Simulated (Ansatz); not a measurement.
# W2CO2 MXene monolayer in a perpendicular field, part 2 of 2

Aim: how the W2CO2 MXene monolayer screens a field along its normal, and what the field does to its bands. A positive field points along +c.

Ansatz 0.2.0; plane-wave DFT, PBE-D3(BJ), Ansatz PAW (set soft_1); PAW set soft_1.

So far. Step 2 (Relaxing the slab): The lattice constant a goes from 3.125 to 3.096 Å.

### 3. Atoms held, field 0

A sawtooth potential applies the field, turning back in the middle of the vacuum. With the dipole correction the typed value is the field outside the slab. The induced dipole is small, so the SCF threshold is tight.

The cell differs from the one that the last finished run ended in (c 40.384 → 22.489 Å).

Contents of input.yaml:

```yaml
crystal:
  lattice:
    - [3.0964058859, 0.0, 0.0]
    - [-1.548202943, 2.6815661576, 0.0]
    - [0.0, 0.0, 22.4890332622]
  atoms:
    - { symbol: O, position: [0.3333333333, 0.6666666667, 0.4001950593] }
    - { symbol: W, position: [0.6666666667, 0.3333333333, 0.4508520143] }
    - { symbol: C, position: [0.0, 0.0, 0.5] }
    - { symbol: W, position: [0.3333333333, 0.6666666667, 0.5491479857] }
    - { symbol: O, position: [0.6666666667, 0.3333333333, 0.5998049407] }
kpoints:
  mp_grid: { grid: [18, 18, 1] }
  band_path:
    path: [[0, 0, 0], [0.5, 0, 0], [0.33333333, 0.33333333, 0], [0, 0, 0]]
    npoints: 16
hamiltonian:
  xc: pbe
  dispersion: d3bj
  pseudopotentials: { kind: paw, azcp: { folder: soft_1 } }
scf:
  occupations: { method: fermi_dirac, width: 0.02585 }
  convergence: { dr2_threshold: 1.0e-10 }
efield:
  axis: 3
  dipole_correction: true
  ramp_position: 0.97
  ramp_width: 0.06
  amplitude: 0
output:
  dos: { projected: true, e_range: [-6, 5] }
  write_potential: true
  write_density: true
  volumetric_format: npy
  elf: true
```

Launch:

```
> ansatz run input.yaml --threads 2 --pin off --max-ram 3072MiB --backend cpu --events-out ev --progress --plain --runs-dir out
```

Numbers of over 12 decimals in the logs are rounded to 6 here.

What it wrote:

```text
[...]
Crystal: 5 atoms, lattice volume = 186.731 Å³
Basis set: ecut = 420 eV, 3615 PW (Γ)
Bands: 27, of which v1, the nominal top of the filled ones, is band 22 counted from 1 (21 counted from 0)
Symmetry: 6 space group operations
k-points: 37 of 324 (time reversal used)
[...]
SCF iter   1: F=—  HF=-22163.679344 eV  |F-HF|=—  |Δ(HF+E_count)|=         —  Δρ=9.65e-2  dr2=2.12e1  ethr=3.10e-3  p=0.000 e·Å  D=2.21e-14 V/Å  ΔV_dip=-0.00 eV  dr2_dipole=5.33e-8  V_vac-E_F(+/−)=6.44/6.44 eV  ⟨swp⟩=10.8  Hψ=6096  notcnv=0
efield: sawtooth ramp at fractional position 0.9700 (set: `efield.ramp_position`, or a place that a band, a saddle search or an elastic batch's reference lends), width 0.0600; the density the first Hamiltonian is built on has a dipole p = 0.000 e·Å; the dipole correction subtracts the counter field D = 2.21e-14 V/Å, which shifts the + side's vacuum level by -0.00 eV against the − side's; the planar-averaged density in the ramp window peaks in size at 1.1e-6 e/Å³
[...]
SCF iter   2: F=—  HF=-22162.045492 eV  |F-HF|=—  |Δ(HF+E_count)|=    1.63e0  Δρ=1.08e-1  dr2=1.99e1  ethr=3.10e-3  p=0.000 e·Å  D=8.42e-5 V/Å  ΔV_dip=-0.00 eV  dr2_dipole=1.28e-5  V_vac-E_F(+/−)=5.18/5.19 eV  ⟨swp⟩=4.6  Hψ=3354  notcnv=0  defer=17
[...]
SCF iter  10: F=-22158.157371 eV  HF=-22158.157371 eV  |F-HF|=5.02e-10  |Δ(HF+E_count)|=   4.41e-8  Δρ=2.77e-7  dr2=7.48e-11  ethr=1.00e-12  p=-0.000 e·Å  D=-1.66e-8 V/Å  ΔV_dip=0.00 eV  dr2_dipole=6.28e-14  V_vac-E_F(+/−)=5.85/5.85 eV  ⟨swp⟩=7.7  Hψ=4249  notcnv=0
SCF 1 converged in 10 iterations: F = -22158.157371 eV  dr2 = 7.48e-11
[...]
NSCF: frozen V_eff on 49 k-points
efield: sawtooth ramp at fractional position 0.9700 (kept from the solve that this one continues, or follows in the run), width 0.0600; the density the first Hamiltonian is built on has a dipole p = -0.000 e·Å; the dipole correction subtracts the counter field D = -1.66e-8 V/Å, which shifts the + side's vacuum level by +0.00 eV against the − side's; the planar-averaged density in the ramp window peaks in size at 1.6e-6 e/Å³
WARN: The output density's exchange-correlation potential varies sharply where the density is thin. Do not read a vacuum level from v_tot or v_xc, or from such a field of the output density. On a cell that repeats whose density bears no net charge and no dipole along the vacuum's axis use v_es (v_loc + v_h of the components); under efield.dipole_correction with no amplitude use v_es + v_field, which holds any externa [...]
SCF converged after 10 iterations
Free energy (F): -22158.157371 eV
[...]
Internal energy: -22158.153453 eV  (E = F + TS)
E sigma→0 (E₀):  -22158.155412 eV
Entropy (-TS):   -0.003918 eV (-0.784 meV/atom)
Fermi energy:    0.791542 eV
Dipole field:    D = 0.000000 V/Å  (p = 0.000000 e·Å, saw-weighted, corrected)
Work function:   Φ+ = 5.8541 eV   Φ− = 5.8541 eV
Levels:          The Fermi level and band energies are counted from a zero that moves with the ramp; work functions are not
[...]
--- Band table (eV; the first three rows and the last of 37) ---
  k-point 0: bands = [... 18 lower, -2.0668, -2.0668, -1.7978, -1.7978, -0.0313, 1.4750, 1.4750, 2.2426, ... 1 higher]
  k-point 1: bands = [... 18 lower, -2.4759, -2.1098, -1.4981, -1.3844, 0.0035, 1.5225, 1.5244, 2.3102, ... 1 higher]
  k-point 2: bands = [... 18 lower, -2.9347, -2.0344, -1.4058, -0.9083, 0.1819, 1.6319, 1.6880, 2.5093, ... 1 higher]
  k-point 36: bands = [... 18 lower, -3.8169, -3.8169, 0.0903, 0.1918, 0.1918, 2.6484, 2.6484, 3.3388, ... 1 higher]
```

Wall time 22 s (2 threads of Arm Neoverse V1, shared host); peak memory 0.5 GiB; 43 s of CPU time.

Numbers from this step:

* energy at zero smearing: -22158.1554 eV
* work function, upper face: 5.854 eV
* dipole along the normal: 3.43e-7 e·Å

Running mean over a fixed 2.7 Å (it still follows the layers) of the planar mean; the ramp of the sawtooth is left out. Electron's electrostatic potential energy less the Fermi level against z:

| z (Å) | electron's electrostatic potential energy less the Fermi level (eV) |
| --- | --- |
| 3.0 | 5.85 |
| 3.5 | 5.85 |
| 4.0 | 5.85 |
| 4.5 | 5.85 |
| 5.0 | 5.85 |
| 5.5 | 5.85 |
| 6.0 | 5.85 |
| 6.5 | 5.82 |
| 7.0 | 5.62 |
| 7.5 | 4.37 |
| 8.0 | 1.78 |
| 8.5 | -1.82 |
| 9.0 | -6.08 |
| 9.5 | -9.94 |
| 10.0 | -12.7 |
| 10.5 | -14.1 |
| 11.0 | -15.0 |
| 11.5 | -15.0 |
| 12.0 | -14.1 |
| 12.5 | -12.6 |
| 13.0 | -9.86 |
| 13.5 | -5.98 |
| 14.0 | -1.73 |
| 14.5 | 1.85 |
| 15.0 | 4.42 |
| 15.5 | 5.63 |
| 16.0 | 5.82 |
| 16.5 | 5.85 |
| 17.0 | 5.85 |
| 17.5 | 5.85 |
| 18.0 | 5.85 |
| 18.5 | 5.85 |
| 19.0 | 5.85 |
| 19.5 | 5.85 |

The density of states has structure finer than the step of the table below, so its rows give means over 0.2 eV, whole bins alone (the curve runs from -6 to 1.64 eV). Peaks (eV: height): -5.78: 6.51, -5.61: 8.22, -5.34: 8.69, -4.98: 11.0, -4.37: 5.44, -3.46: 5.67, 0.70: 5.12.

Table of density of states by energy, zero at the Fermi level; means over each step:

energy (eV), density of states (states/eV a cell) and a bar from the least value:
```
     -5.8        3.8 #################
     -5.6        3.6 ###############
     -5.4        4.0 ##################
     -5.2        4.8 ######################
     -5.0        6.3 ##############################
     -4.8        3.9 #################
     -4.6        3.1 #############
     -4.4        3.6 ################
     -4.2        3.0 ############
     -4.0        2.2 ########
     -3.8        1.7 #####
     -3.6        2.1 ########
     -3.4        3.0 ############
     -3.2        0.7 
     -3.0        0.7 
     -2.8        1.2 ###
     -2.6        1.3 ####
     -2.4        1.6 #####
     -2.2        2.6 ##########
     -2.0        1.4 ####
     -1.8        1.2 ###
     -1.6        1.1 ##
     -1.4        1.0 ##
     -1.2        1.1 ##
     -1.0        1.1 ##
     -0.8        1.5 #####
     -0.6        1.7 #####
     -0.4        1.4 ####
     -0.2        1.4 ####
      0.0        1.5 ####
      0.2        1.5 ####
      0.4        1.8 ######
      0.6        2.6 ##########
      0.8        4.0 ##################
      1.0        2.8 ###########
      1.2        1.8 ######
      1.4        1.7 #####
```

Projected DOS per atom over height of the atomic layer and energy from the Fermi level. Layers: O W C W O from below.

Ten even steps from '_' (0.05 states/eV) to '@' (1.89 states/eV), each cell a mean:
```
__==__==__
__++__++__
__%%__%%__
__==__==__
__::__::__
__::__::__
__::__::__
__..__..__
__..__..__
__..__..__
..::__::..
..::__::..
..______..
..______..
==__::__==
::__..__::
==......==
++::::::++
##::..::##
@@--__--@@
**::__::**
==::..::==
```
Columns: height of the atomic layer (Å) from 9 to 13.5; rows upwards: energy from the Fermi level (eV) from -5.96 to 1.6.

Electronic bands along the path, in eV, zero at the Fermi level:

| point | band 19 | band 20 | band 21 | band 22 | band 23 | band 24 | band 25 | band 26 |
| --- | --- | --- | --- | --- | --- | --- | --- | --- |
| Γ | -2.86 | -2.86 | -2.59 | -2.59 | -0.82 | 0.68 | 0.68 | 1.45 |
| halfway | -4.26 | -3.37 | -2.48 | -0.75 | 0.26 | 1.03 | 1.72 | 2.03 |
| M | -3.80 | -3.37 | -2.78 | 0.58 | 0.63 | 1.70 | 1.72 | 1.77 |
| halfway | -4.72 | -3.72 | -1.90 | 0.13 | 0.23 | 1.78 | 1.83 | 2.14 |
| K | -4.61 | -4.61 | -0.70 | -0.60 | -0.60 | 1.86 | 1.86 | 2.55 |
| halfway | -4.25 | -3.57 | -1.89 | -1.22 | 0.83 | 1.28 | 1.73 | 2.02 |
| Γ | -2.86 | -2.86 | -2.59 | -2.59 | -0.82 | 0.68 | 0.68 | 1.45 |

Electrostatic potential energy in the ca plane at fractional y = 0.333, with atoms of W and O within 0.2 Å of it. With pseudopotentials it is smooth inside the atoms' cores, unlike the true potential.

Values in eV, 5 rows by 16 columns, each cell a mean:
```
  7   7   7   7   7   6  -4 -35 -17  -3 -10  -6   7   7   7   7
  7   7   7   7   7   5 -10 -43 -27   0 -23 -24   6   7   7   7
  7   7   7   7   7   6  -4 -35 -18  -3 -10  -7   7   7   7   7
  7   7   7   7   7   6   1  -6  -5 -14 -10   4   6   7   7   7
  7   7   7   7   7   6   1  -5  -4 -14 -10   4   6   7   7   7
```
Columns run along c (16.0 Å, from fractional 0.12 to 0.83 of the cell; values clipped at the 3rd and 97th percentile), rows up along a (3.1 Å). Atoms in or near the plane, at fractional coordinates: W at (0.45, 0.67), O at (0.60, 0.67).

Valence density in the ca plane at fractional y = 0.333, with atoms of W and O within 0.2 Å of it. It is the smooth field of the valence electrons, not physical close to the nuclei.

Ten steps, logarithmic in the rise over the least value, from '0' (0.0 e/Å³) to '9' (7.4 e/Å³), each cell a mean:
```
00000000000000000001235776443334554210000000
00000000000000000001247998533336887410000000
00000000000000000001258998633246998520000000
00000000000000000001247898533335787410000000
00000000000000000001235665444444554200000000
00000000000000000012343344444554321000000000
00000000000000000012443334455554321000000000
00000000000000000012333444444444332100000000
```
Columns run along c (16.0 Å, from fractional 0.07 to 0.78 of the cell), rows up along a (3.1 Å). Atoms in or near the plane, at fractional coordinates: W at (0.45, 0.67), O at (0.60, 0.67).

ELF in the ca plane at fractional y = 0.333, with atoms of W and O within 0.2 Å of it. It is the smooth field of the valence electrons, not physical close to the nuclei.

Ten even steps from '0' (0.00) to '9' (0.85), each cell a mean:
```
00000000000000002223564343214788741000000000
00000000000000000137767322137889963100000000
00000000000000000147427522138659973100000000
00000000000000000126777333127889963100000000
00000000000000012322553343213688631000000000
00000000000000135653224663332222100000000000
00000000000000146764235763343100000000000000
00000000000000124542123663222233200000000000
```
Columns run along c (16.0 Å, from fractional 0.12 to 0.83 of the cell), rows up along a (3.1 Å). Atoms in or near the plane, at fractional coordinates: W at (0.45, 0.67), O at (0.60, 0.67).

The work function of the upper face is 5.85 eV.

### 4. Atoms held, field 0.1 V/Å

input.yaml: that of step 3 with these lines changed.

```diff
@@ -26,7 +26,6 @@
   dipole_correction: true
-  ramp_position: 0.97
-  ramp_width: 0.06
-  amplitude: 0
+  ramp_position: 0.9271
+  ramp_width: 0.1458
+  amplitude: 0.1
 output:
-  dos: { projected: true, e_range: [-6, 5] }
   write_potential: true
@@ -34,2 +33 @@
   volumetric_format: npy
-  elf: true
```

What it wrote:

```text
[...]
Crystal: 5 atoms, lattice volume = 186.731 Å³
Basis set: ecut = 420 eV, 3615 PW (Γ)
Bands: 27, of which v1, the nominal top of the filled ones, is band 22 counted from 1 (21 counted from 0)
Symmetry: 6 space group operations
k-points: 37 of 324 (time reversal used)
[...]
k-point 0: bands = [... 18 lower, -2.0670, -2.0670, -1.7980, -1.7980, -0.0315, 1.4747, 1.4747, 2.2423, ... 1 higher]
  k-point 1: bands = [... 18 lower, -2.4761, -2.1100, -1.4984, -1.3846, 0.0033, 1.5223, 1.5242, 2.3100, ... 1 higher]
  k-point 2: bands = [... 18 lower, -2.9349, -2.0346, -1.4060, -0.9085, 0.1816, 1.6317, 1.6878, 2.5090, ... 1 higher]
  k-point 36: bands = [... 18 lower, -3.8181, -3.8152, 0.0900, 0.1916, 0.1916, 2.6466, 2.6498, 3.3385, ... 1 higher]
[key lines of the parts left out:]
SCF converged after 10 iterations
Free energy (F): -22158.158622 eV
Fermi energy:    0.791302 eV
Dipole field:    D = 0.024256 V/Å  (p = 0.025031 e·Å, saw-weighted, corrected)
```

Elapsed: 21 s, on 2 threads; peak memory 0.48 GiB; 41 s of CPU time.

The dipole is 0.0250 e·Å.

### 5. Atoms held, field -0.1 V/Å

input.yaml: that of step 4 with these lines changed.

```diff
@@ -28,3 +28,3 @@
   ramp_width: 0.1458
-  amplitude: 0.1
+  amplitude: -0.1
 output:
```

What it wrote:

```text
[...]
Crystal: 5 atoms, lattice volume = 186.731 Å³
Basis set: ecut = 420 eV, 3615 PW (Γ)
Bands: 27, of which v1, the nominal top of the filled ones, is band 22 counted from 1 (21 counted from 0)
Symmetry: 6 space group operations
k-points: 37 of 324 (time reversal used)
[...]
k-point 0: bands = [... 18 lower, -2.0670, -2.0670, -1.7980, -1.7980, -0.0315, 1.4747, 1.4747, 2.2423, ... 1 higher]
  k-point 1: bands = [... 18 lower, -2.4761, -2.1100, -1.4984, -1.3846, 0.0033, 1.5223, 1.5242, 2.3100, ... 1 higher]
  k-point 2: bands = [... 18 lower, -2.9349, -2.0346, -1.4060, -0.9085, 0.1816, 1.6317, 1.6878, 2.5090, ... 1 higher]
  k-point 36: bands = [... 18 lower, -3.8181, -3.8152, 0.0900, 0.1916, 0.1916, 2.6466, 2.6498, 3.3385, ... 1 higher]
[key lines of the parts left out:]
SCF converged after 10 iterations
Free energy (F): -22158.158622 eV
Fermi energy:    0.791302 eV
Dipole field:    D = -0.024255 V/Å  (p = -0.025030 e·Å, saw-weighted, corrected)
```

Elapsed: 21 s, on 2 threads; peak memory 0.48 GiB.

The dipole is -0.0250 e·Å.

### 6. Response, atoms held

This step: plane-wave DFT, PBE-D3(BJ), Ansatz PAW (set soft_1); response to a field along the normal, atoms held; PAW set soft_1 (Ansatz 0.2.0).

The dipoles give the slope, and the difference of two potentials shows where the field is screened.

This step gave:

```
equivalent conductor thickness p/(ε₀AE) : 5.455 Å
distance between the outer atoms        : 4.489 Å
```

The dipole of the cell by applied field:

| applied field (V/Å) | dipole of the cell (e·Å) |
| --- | --- |
| -0.1000 | -0.0250 |
| 0.0000 | 3.4e-7 |
| 0.1000 | 0.0250 |

Local field over the applied field, running mean. From the potentials at -0.1 and 0.1 V/Å; running mean over 2.5 Å. The local field over applied field by z:

| z (Å) | local field over applied field |
| --- | --- |
| 4.08 | 1.000 |
| 4.50 | 1.000 |
| 4.92 | 1.000 |
| 5.20 | 0.999 |
| 5.62 | 0.997 |
| 6.04 | 0.992 |
| 6.47 | 0.978 |
| 6.75 | 0.958 |
| 7.17 | 0.899 |
| 7.59 | 0.798 |
| 8.01 | 0.669 |
| 8.29 | 0.571 |
| 8.71 | 0.424 |
| 9.14 | 0.284 |
| 9.56 | 0.167 |
| 9.84 | 0.110 |
| 10.26 | 0.0529 |
| 10.68 | 0.0256 |
| 11.10 | 0.0175 |
| 11.39 | 0.0175 |
| 11.81 | 0.0256 |
| 12.23 | 0.0529 |
| 12.65 | 0.110 |
| 12.93 | 0.167 |
| 13.35 | 0.284 |
| 13.77 | 0.424 |
| 14.20 | 0.571 |
| 14.48 | 0.669 |
| 14.90 | 0.798 |
| 15.32 | 0.899 |
| 15.74 | 0.958 |
| 16.02 | 0.978 |
| 16.45 | 0.992 |
| 16.87 | 0.997 |
| 17.29 | 0.999 |
| 17.57 | 1.000 |
| 17.99 | 1.000 |
| 18.41 | 1.000 |

Electrons, planar mean, per unit field. Induced electron density against z:

| z (Å) | induced electron density (e/Å³ per V/Å) |
| --- | --- |
| 4.5 | 5.5e-7 |
| 5.0 | 2.0e-6 |
| 5.5 | 7.3e-6 |
| 6.0 | 2.7e-5 |
| 6.5 | 9.5e-5 |
| 7.0 | 3.2e-4 |
| 7.5 | 0.00101 |
| 8.0 | 0.00260 |
| 8.5 | 0.00344 |
| 9.0 | 0.00187 |
| 9.5 | 7.6e-4 |
| 10.0 | 4.7e-4 |
| 10.5 | 2.7e-4 |
| 11.0 | 4.1e-4 |
| 11.5 | -4.3e-4 |
| 12.0 | -2.7e-4 |
| 12.5 | -4.5e-4 |
| 13.0 | -8.3e-4 |
| 13.5 | -0.00185 |
| 14.0 | -0.00347 |
| 14.5 | -0.00256 |
| 15.0 | -9.8e-4 |
| 15.5 | -3.2e-4 |
| 16.0 | -9.3e-5 |
| 16.5 | -2.6e-5 |
| 17.0 | -7.0e-6 |
| 17.5 | -1.9e-6 |
| 18.0 | -5.4e-7 |

By hand: between -0.1 and 0.1 V/Å the dipole changes by 0.05006 e·Å, a slope of 0.2503 e·Å²/V. A perfect conductor of thickness t has p = ε₀AEt, so t = 180.95 × 0.2503 / 8.303 = 5.45 Å (e/ε₀ = 180.95 V·Å, A in Å²).

The induced dipole is that of a conductor 5.45 Å thick.

### 7. Results

```
gap without field                          : none
work function, upper face                  : 5.85 eV
equivalent conductor thickness, atoms held : 5.45 Å
```

What this shows: The induced dipole equals that of a perfect conductor 5.45 Å thick, while the outer atoms lie 4.49 Å apart. There is no gap over 0.03 eV, with or without the field. The main runs have no spin polarisation; a magnetic state could lie lower and would change these results. Spin-orbit coupling is left out, which matters for the bands of elements this heavy. The MXene's terminations sit over the metal atoms of its far layer; the site over carbon or nitrogen, which some compounds prefer, was not run.

[Logs are printed without paths, hosts, clocks, repeated set-up lines and the standing remarks that a program may print on its own settings, such as how far it seeks lower states.]

[Hosts, paths, dates, database ids (printed as entryN), source tags and the programs' standing remarks are cut or masked in the printed files.]

[Maps of the electrostatic potential energy from Ansatz leave out the sawtooth potential of an applied field or a dipole correction, so their vacuum need not be flat; planar profiles and work functions include it.]

[The density of states shown here was stored with 400 of the rows of the run's finer table, so its peaks can read low, often by over a quarter, or be missed, and its means over a window can be off by a tenth or more.]
